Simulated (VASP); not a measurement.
BeS, 2 atoms in the cell. The structure is cubic, space group F-43m (No. 216). The conventional cell has a = 4.850 Å, b = 4.850 Å, c = 4.850 Å, α = 90.00°, β = 90.00°, γ = 90.00°. S (site symmetry -43m) has 4 Be at 2.10 Å as nearest neighbours. Be (site symmetry -43m) is surrounded by 4 S at 2.10 Å. 

| Property | Result |
| --- | --- |
| Program | VASP 6.6.1 |
| Task | band structure |
| Functional | PBE0 |
| Potentials or basis | VASP PAW PBE potentials, release 64 (S, Be) |
| Cutoff | 520 eV |
| k mesh | 6 × 6 × 6 |
| Occupations | gaussian, width 0.02 eV |
| Spin | no spin polarisation |
| Ladder | free |
| Grid for exact exchange (PRECFOCK) | Fast |
| Exchange at q = 0 | truncated |
| Further INCAR settings | ALGO = Normal; EDIFF = 1e-06; NBANDS = 11 |

Potentials or basis: VASP PAW PBE potentials, release 64 (S, Be).

Launch:

```sh
$ cat potpaw_PBE.64/S/POTCAR potpaw_PBE.64/Be/POTCAR > POTCAR
$ cp INCAR.step1 INCAR
$ mpirun -np 4 vasp_std > vasp.out
$ cp INCAR.step2 INCAR
$ mpirun -np 4 vasp_std > vasp.out
```

Hardware: 4 MPI ranks on Intel(R) Xeon(R) Platinum 8375C CPU @ 2.90GHz (Ice Lake), with other jobs on the host.

**Question.** How long does it take, and how much memory?

**Answer.** Run time: 3.1 min on 4 MPI ranks on Intel(R) Xeon(R) Platinum 8375C CPU @ 2.90GHz (Ice Lake), with other jobs on the host, peak memory 0.19 GiB a rank. Counts: scf iterations 57, k points 16.
